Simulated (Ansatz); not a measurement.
# C: the cost of one run

Program: Ansatz 0.2.0. Level of theory: DFT PBEsol, scalar-relativistic, plane waves, PAW. These are calculated values, not measurements.

A COD entry behind a cell of this session may itself be a prediction, so a difference from it is no test against experiment.

3 further runs of the same task are left out: 1 that didn't finish, 2 set aside as unsound or not needed.

### Step 1. Starting point

The structure is trigonal, space group R-3m (No. 166). The conventional cell has a = 2.507 Å, b = 2.507 Å, c = 30.950 Å, α = 90.00°, β = 90.00°, γ = 120.00°. Around C (site symmetry 3m) lie 4 C at 1.54 Å. C (site symmetry 3m) is surrounded by 4 C at 1.54 to 1.56 Å.

As a file:

```
CELL_PARAMETERS angstrom
1.25342 0.72366 10.31658
-1.25342 0.72366 10.31658
0.00000 -1.44733 10.31658
ATOMIC_POSITIONS crystal
C 0.02482 0.02482 0.02482
C 0.97518 0.97518 0.97518
C 0.10869 0.10869 0.10869
C 0.89131 0.89131 0.89131
C 0.15837 0.15837 0.15837
C 0.84163 0.84163 0.84163
C 0.37486 0.37486 0.37486
C 0.62514 0.62514 0.62514
C 0.42532 0.42532 0.42532
C 0.57468 0.57468 0.57468
```

It is the result of an earlier relaxation at this level (volume 5.61 Å³/atom; gap on the mesh: 4.38 eV).

### Step 2. The bulk's band edges

Input file input.yaml:

```yaml
crystal:
  lattice:
    - [1.2534231689, 0.7236642039, 10.3165783496]
    - [-1.2534231689, 0.7236642039, 10.3165783496]
    - [0.0, -1.4473284079, 10.3165783496]
  atoms:
    - { symbol: C, position: [0.0248215789, 0.0248215789, 0.0248215789] }
    - { symbol: C, position: [0.9751784211, 0.9751784211, 0.9751784211] }
    - { symbol: C, position: [0.1086886328, 0.1086886328, 0.1086886328] }
    - { symbol: C, position: [0.8913113672, 0.8913113672, 0.8913113672] }
    - { symbol: C, position: [0.158365367, 0.158365367, 0.158365367] }
    - { symbol: C, position: [0.841634633, 0.841634633, 0.841634633] }
    - { symbol: C, position: [0.374863656, 0.374863656, 0.374863656] }
    - { symbol: C, position: [0.625136344, 0.625136344, 0.625136344] }
    - { symbol: C, position: [0.4253184939, 0.4253184939, 0.4253184939] }
    - { symbol: C, position: [0.5746815061, 0.5746815061, 0.5746815061] }
basis:
  ecutwfc: 420
kpoints:
  mp_grid: { grid: [12, 12, 12] }
  band_path: { path: [VBM, CBM], npoints: 2 }
hamiltonian:
  xc: pbesol
scf:
  occupations: { method: gaussian, width: 0.02 }
output:
  forces: true
  stress: true
  eigenvalues: true
```

Run with:

```bash
$ ansatz run input.yaml --threads 2 --pin off --max-ram 5120MiB --backend cpu --events-out ev --progress --plain --runs-dir out
```

**Question.** How long does this run take on 2 threads of Intel Xeon Platinum 8259CL at 2.50GHz (Skylake/Cascade Lake), shared host, and how much memory does it need?

About 14 s, with a peak of 0.56 GiB.
